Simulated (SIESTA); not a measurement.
HfO2:

```
Hf O
1.0
     0.00000    2.55750    2.55750
     2.55750    0.00000    2.55750
     2.55750    2.55750    0.00000
Hf O
1 2
Direct
  0.00000 0.00000 0.00000
  0.75000 0.75000 0.75000
  0.25000 0.25000 0.25000
```

Measurements of this composition are mostly on another form, of space group No. 14.

Base run:

* Program: SIESTA 5.4.2
* Functional: RPBE
* Potentials or basis: PseudoDojo 0.4 standard (PBE files)
* Basis: DZP (energy shift 0.002 Ry)
* Grid cutoff: 800 Ry
* Energy shift: 0.002 Ry
* k mesh: 9 × 9 × 9
* Occupations: fermi-dirac, width 0.05 eV
* Spin: no spin polarisation

Its results: band gap on the k mesh 3.75 eV, indirect (least direct gap 3.93 eV); pressure 3.3 GPa.

Question: After a change of settings the same cell gave: band gap on the k mesh 3.62 eV, indirect (least direct gap 3.77 eV); pressure -6.8 GPa. Which change was it?
A. functional from RPBE to vdW-DF-cx
B. functional from RPBE to LDA; potentials or basis from PseudoDojo 0.4 standard (PBE files) to PseudoDojo 0.4 standard (LDA files)
C. functional from RPBE to PBE; basis from DZP (energy shift 0.002 Ry) to TZDP (energy shift 0.002 Ry)

Answer: A.

Caveats: semicore shells carry a single zeta, which can move pressures by several GPa and volumes by a few percent; the potentials were made for another functional, which shifts forces and pressure; spin-orbit coupling is left out, which moves the levels of the heavy elements; the basis of atomic orbitals isn't converged, which shifts pressures, moduli and gaps.
